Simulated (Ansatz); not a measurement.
## Residual resistivity of an alloy: Ta(100) with 4 layers of random Ta-Li, 2x2

Aim: the residual resistivity of a random alloy, from Ta(100) with 4 layers of random Ta-Li, 2x2 and longer regions.

Program: Ansatz 0.2.0. Level of theory: Ansatz plane-wave DFT, PBE, PAW files; ballistic transport by layer matching (Landauer), zero bias; PAW set soft_1. Results are calculated unless marked as measured.

Report form: the programs' logs are mostly left out.

## Step 1: Starting point

The cell holds 56 atoms: 54 Ta and 2 Li. Its edges and angles: a = 6.605 Å, b = 6.605 Å, c = 23.118 Å, α = 90.0°, β = 90.0°, γ = 90.0°. It derives from Ta. Regions: lead, 40 atoms (40 Ta); scattering region, 16 atoms (14 Ta and 2 Li). The structure is stacked along c, and the current runs across the ab planes.

## Step 2: With 4 alloy layers

In 4 layers a share of 0.125 of the sites is given to Li at random. The layers about the cell's end stay perfect and serve as the lead. Energies from -0.05 to 0.05 eV in steps of 0.05 eV are too few for the program's thermal sum, so it prints no conductance; for a metal the transmission near the Fermi level serves, at a fraction of the cost.

The input, input.yaml:

```yaml
crystal:
  lattice:
    - [6.60512, 0.0, 0.0]
    - [0.0, 6.60512, 0.0]
    - [0.0, 0.0, 23.11792]
  atoms:
    - { symbol: Ta, position: [0.0, 0.0, 0.0357142857] }
    - { symbol: Ta, position: [0.0, 0.5, 0.0357142857] }
    - { symbol: Ta, position: [0.5, 0.0, 0.0357142857] }
    - { symbol: Ta, position: [0.5, 0.5, 0.0357142857] }
    - { symbol: Ta, position: [0.25, 0.25, 0.1071428571] }
    - { symbol: Ta, position: [0.25, 0.75, 0.1071428571] }
    - { symbol: Ta, position: [0.75, 0.25, 0.1071428571] }
    - { symbol: Ta, position: [0.75, 0.75, 0.1071428571] }
[... 44 atom lines left out ...]
    - { symbol: Ta, position: [0.25, 0.25, 0.9642857143] }
    - { symbol: Ta, position: [0.25, 0.75, 0.9642857143] }
    - { symbol: Ta, position: [0.75, 0.25, 0.9642857143] }
    - { symbol: Ta, position: [0.75, 0.75, 0.9642857143] }
kpoints:
  mp_grid: { grid: [4, 4, 1] }
hamiltonian:
  xc: pbe
  pseudopotentials: { kind: paw, azcp: { folder: soft_1 } }
scf:
  occupations: { method: fermi_dirac, width: 0.1 }
output:
  transmission: { leads: [[0, 4]], kmesh: [8, 8], e_range: [-0.05, 0.05], de: 0.05 }
  write_potential: true
  write_density: true
  volumetric_format: npy
```

Command:

```console
> ansatz run input.yaml --threads 4 --pin off --max-ram 15360MiB --backend cpu --events-out ev --progress --plain --runs-dir out
```

Run time: 5.9 min. Hardware: 4 threads of Arm Neoverse V2, shared host; peak memory 7.5 GiB.

This step gave:

```yaml
free_energy: -536802.3052 eV
energy_at_zero_smearing: -536801.2140 eV
fermi_energy: 17.92 eV
cell_area: 43.63 Å²
transmission_per_spin_nearest_the_fermi_level: 5.492
open_channels_per_spin_nearest_the_fermi_level: 10.48
step_of_the_lead_s_potential: 10.8 meV
```

Per spin. Transmission, zone mean against energy, zero at the Fermi level:

| energy (eV) | transmission, zone mean |
| --- | --- |
| -0.0500 | 5.71 |
| 0.0000 | 5.49 |
| 0.0500 | 5.04 |

Per spin. Open channels, zone mean, lead against energy, zero at the Fermi level:

| energy (eV) | open channels, zone mean, lead |
| --- | --- |
| -0.0500 | 10.3 |
| 0.0000 | 10.5 |
| 0.0500 | 9.86 |

Transmission over k1 and k2. At 0.0000 eV from the Fermi level.

Ten even steps from '_' (1.35) to '@' (8.49):
```
::__==++**++==__
::==##@@@@@@##==
--++@@%%%%%%@@++
==**@@%%%%%%@@**
--++@@%%%%%%@@++
::==##@@@@@@##==
::__==++**++==__
__::::--==--::::
```
Columns: k1 (b1) from -0.5 to 0.375; rows upwards: k2 (b2) from -0.5 to 0.375.

Open channels over k1 and k2. At 0.0000 eV from the Fermi level.

Ten even steps from '_' (4.0) to '@' (14.0):
```
::__++%%%%%%++__
==++@@@@@@@@@@++
**%%@@######@@%%
**%%@@######@@%%
**%%@@######@@%%
==++@@@@@@@@@@++
::__++%%%%%%++__
__::==******==::
```
Columns: k1 (b1) from -0.5 to 0.375; rows upwards: k2 (b2) from -0.5 to 0.375.

Over the solved energies the transmission per spin lies between 5.04 and 5.71, out of 10.2 channels of the lead on average (up to 10.5).

## Step 3: With 8 alloy layers

In 8 layers a share of 0.125 of the sites is given to Li at random. A fresh draw is used; the growth of the resistance with length is what counts.

System of this step: Ta(100) with 8 layers of random Ta-Li, 2x2. The cell holds 72 atoms: 68 Ta and 4 Li. Its edges and angles: a = 6.605 Å, b = 6.605 Å, c = 29.723 Å, α = 90.0°, β = 90.0°, γ = 90.0°. It derives from Ta. Regions: lead, 40 atoms (40 Ta); scattering region, 32 atoms (28 Ta and 4 Li). The structure is stacked along c, and the current runs across the ab planes.

The input, input.yaml:

```yaml
crystal:
  lattice:
    - [6.60512, 0.0, 0.0]
    - [0.0, 6.60512, 0.0]
    - [0.0, 0.0, 29.72304]
  atoms:
    - { symbol: Ta, position: [0.0, 0.0, 0.0277777778] }
    - { symbol: Ta, position: [0.0, 0.5, 0.0277777778] }
    - { symbol: Ta, position: [0.5, 0.0, 0.0277777778] }
    - { symbol: Ta, position: [0.5, 0.5, 0.0277777778] }
    - { symbol: Ta, position: [0.25, 0.25, 0.0833333333] }
    - { symbol: Ta, position: [0.25, 0.75, 0.0833333333] }
    - { symbol: Ta, position: [0.75, 0.25, 0.0833333333] }
    - { symbol: Ta, position: [0.75, 0.75, 0.0833333333] }
[... 60 atom lines left out ...]
    - { symbol: Ta, position: [0.25, 0.25, 0.9722222222] }
    - { symbol: Ta, position: [0.25, 0.75, 0.9722222222] }
    - { symbol: Ta, position: [0.75, 0.25, 0.9722222222] }
    - { symbol: Ta, position: [0.75, 0.75, 0.9722222222] }
kpoints:
  mp_grid: { grid: [4, 4, 1] }
hamiltonian:
  xc: pbe
  pseudopotentials: { kind: paw, azcp: { folder: soft_1 } }
scf:
  occupations: { method: fermi_dirac, width: 0.1 }
output:
  transmission: { leads: [[0, 4]], kmesh: [8, 8], e_range: [-0.05, 0.05], de: 0.05 }
  write_potential: true
  write_density: true
  volumetric_format: npy
```

Wall time 23 min (4 threads); peak memory 8.3 GiB.

This step gave:

| Property | Result |
| --- | --- |
| free energy | -676274.3446 eV |
| energy at zero smearing | -676272.8851 eV |
| Fermi energy | 17.57 eV |
| transmission per spin nearest the Fermi level | 3.929 |
| step of the lead's potential | 12.6 meV |

Per spin. Transmission, zone mean against energy, zero at the Fermi level:

| energy (eV) | transmission, zone mean |
| --- | --- |
| -0.0500 | 4.04 |
| 0.0000 | 3.93 |
| 0.0500 | 3.77 |

Over the solved energies the transmission per spin lies between 3.77 and 4.04, out of 10.3 channels of the lead on average (up to 10.5).

## Step 4: With 12 alloy layers

In 12 layers a share of 0.125 of the sites is given to Li at random. A fresh draw is used; the growth of the resistance with length is what counts.

System of this step: Ta(100) with 12 layers of random Ta-Li, 2x2. The cell holds 88 atoms: 82 Ta and 6 Li. Its edges and angles: a = 6.605 Å, b = 6.605 Å, c = 36.328 Å, α = 90.0°, β = 90.0°, γ = 90.0°. It derives from Ta. Regions: lead, 40 atoms (40 Ta); scattering region, 48 atoms (42 Ta and 6 Li). The structure is stacked along c, and the current runs across the ab planes.

The input, input.yaml:

```yaml
crystal:
  lattice:
    - [6.60512, 0.0, 0.0]
    - [0.0, 6.60512, 0.0]
    - [0.0, 0.0, 36.32816]
  atoms:
    - { symbol: Ta, position: [0.0, 0.0, 0.0227272727] }
    - { symbol: Ta, position: [0.0, 0.5, 0.0227272727] }
    - { symbol: Ta, position: [0.5, 0.0, 0.0227272727] }
    - { symbol: Ta, position: [0.5, 0.5, 0.0227272727] }
    - { symbol: Ta, position: [0.25, 0.25, 0.0681818182] }
    - { symbol: Ta, position: [0.25, 0.75, 0.0681818182] }
    - { symbol: Ta, position: [0.75, 0.25, 0.0681818182] }
    - { symbol: Ta, position: [0.75, 0.75, 0.0681818182] }
[... 76 atom lines left out ...]
    - { symbol: Ta, position: [0.25, 0.25, 0.9772727273] }
    - { symbol: Ta, position: [0.25, 0.75, 0.9772727273] }
    - { symbol: Ta, position: [0.75, 0.25, 0.9772727273] }
    - { symbol: Ta, position: [0.75, 0.75, 0.9772727273] }
kpoints:
  mp_grid: { grid: [4, 4, 1] }
hamiltonian:
  xc: pbe
  pseudopotentials: { kind: paw, azcp: { folder: soft_1 } }
scf:
  occupations: { method: fermi_dirac, width: 0.1 }
output:
  transmission: { leads: [[0, 4]], kmesh: [8, 8], e_range: [-0.05, 0.05], de: 0.05 }
  write_potential: true
  write_density: true
  volumetric_format: npy
```

The job ended after 28 min (4 threads; peak memory 8.3 GiB).

Numbers from this step:

```yaml
free_energy: -815746.7408 eV
energy_at_zero_smearing: -815744.9251 eV
fermi_energy: 17.34 eV
transmission_per_spin_nearest_the_fermi_level: 3.716
step_of_the_lead_s_potential: 3.4 meV
```

Per spin. Table of transmission, zone mean by energy, zero at the Fermi level:

| energy (eV) | transmission, zone mean |
| --- | --- |
| -0.0500 | 3.79 |
| 0.0000 | 3.72 |
| 0.0500 | 3.58 |

Over the solved energies the transmission per spin lies between 3.58 and 3.79, out of 10.2 channels of the lead on average (up to 10.5).

## Step 5: The fit

This step: Ansatz plane-wave DFT, PBE, PAW files; ballistic transport by layer matching (Landauer), zero bias; residual resistivity from the slope of the area resistance, atoms on the host's lattice; PAW set soft_1 (Ansatz 0.2.0).

This step gave:

```
resistivity           : 36.72 µΩ cm
intercept             : 0.2994 fΩ m²
scatter about the fit : 0.07603 fΩ m²
```

Resistance, by row:

| run | length (Å) | T | channels N | RA (fΩ m²) |
| --- | --- | --- | --- | --- |
| n4 | 6.605 | 5.417 | 10.21 | 0.4882 |
| n8 | 13.21 | 3.913 | 10.3 | 0.892 |
| n12 | 19.82 | 3.693 | 10.21 | 0.9733 |

The area resistance by length of the alloy:

| length of the alloy (Å) | area resistance (fΩ m²) |
| --- | --- |
| 6.61 | 0.488 |
| 13.21 | 0.892 |
| 19.82 | 0.973 |

The area resistance goes from 0.49 to 0.97 fΩ m² between 6.6 and 19.8 Å, a slope of 37 µΩ cm.

By hand from the end points: (0.9733 − 0.4882) fΩ m² / (19.82 − 6.61) Å = 37 µΩ cm, since 1 fΩ m² per Å is 1000 µΩ cm.

## Step 6: Results

- resistivity from the slope: 36.7 µΩ cm
- area resistance over 6.61 Å: 0.488 fΩ m²
- area resistance over 13.2 Å: 0.892 fΩ m²
- area resistance over 19.8 Å: 0.973 fΩ m²

In words: The slope gives 37 µΩ cm. The points scatter by 0.076 fΩ m² about the line, with one random draw a length in a 2x2 cell, so the slope is a rough value. Read with a model of isotropic scattering on a spherical Fermi surface and the lead's 1.8×10¹⁵ S/m², this slope means a mean free path near 11 Å; over these lengths the model's slope is within 3 % of its bulk resistivity. The draw over the shortest length came out nearly ordered, with 32 symmetry operations, so that point is a poor sample of a random alloy. The atoms sit on the host's lattice, so scattering by size misfit is left out. Spin-orbit coupling is left out, which matters for Ta.

[Logs are printed without paths, hosts, clocks, repeated set-up lines and the standing remarks that a program may print on its own settings, such as how far it seeks lower states.]

[Hosts, paths, dates, database ids (printed as entryN), source tags and the programs' standing remarks are cut or masked in the printed files.]
